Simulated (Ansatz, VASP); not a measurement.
# Two plane-wave programs on ZrB

The input INCAR:

```
SYSTEM = ZrB
ALGO = Normal
EDIFF = 1E-7
ENCUT = 520
ISIF = 2
ISMEAR = 0
LASPH = .True.
LCHARG = .True.
LELF = .True.
LREAL = .False.
LVHAR = .True.
LWAVE = .False.
NBANDS = 14
NELM = 80
PREC = Accurate
SIGMA = 0.15
```

File KPOINTS:

```
k-points
0
Gamma
  18 18 18
  0 0 0
```

File POSCAR:

```
ZrB
1.0
    0.0000000000      2.3799293143      2.6869401958
    2.3799293143      0.0000000000      2.6869401958
    2.3799293143      2.3799293143      0.0000000000
Zr B
1 1
Direct
    0.0000000000      0.0000000000      0.0000000000
    0.5000000000      0.5000000000      0.5000000000
```

Input for Ansatz:

```yaml
crystal:
  lattice:
    - [0.0, 2.3799293143, 2.6869401958]
    - [2.3799293143, 0.0, 2.6869401958]
    - [2.3799293143, 2.3799293143, 0.0]
  atoms:
    - { symbol: Zr, position: [0.0, 0.0, 0.0] }
    - { symbol: B, position: [0.5, 0.5, 0.5] }
basis:
  ecutwfc: 520.0
kpoints:
  mp_grid: { grid: [18, 18, 18] }
hamiltonian:
  xc: lda
scf:
  occupations: { method: gaussian, width: 0.15 }
output:
  forces: true
  stress: true
  eigenvalues: true
```

Alike in both runs: task single point; functional LDA; k mesh 18 × 18 × 18; occupations gaussian, width 0.15 eV; no spin polarisation.

|  | VASP | Ansatz |
| --- | --- | --- |
| version | VASP 6.6.1 | Ansatz 0.2.0 |
| potentials or method | VASP PAW LDA potentials, release 64 (Zr_sv, B) | scalar-relativistic, plane waves, PAW |
| plane-wave cutoff (eV) | 520 | 520 |
| valence electrons in the cell | 15 | 15 |

Ansatz gave:

| Item | Value |
| --- | --- |
| gap on the k mesh at the Fermi level (eV) | none |
| pressure (GPa) | -8.1 |
| largest component of the traceless stress (GPa) | 18.13 |

Estimate VASP's values.

gap on the k mesh at the Fermi level (eV): none; pressure (GPa): -7.8; largest component of the traceless stress (GPa): 18.26.

A gap of «none» marks a metal or a gap that the smearing closes.
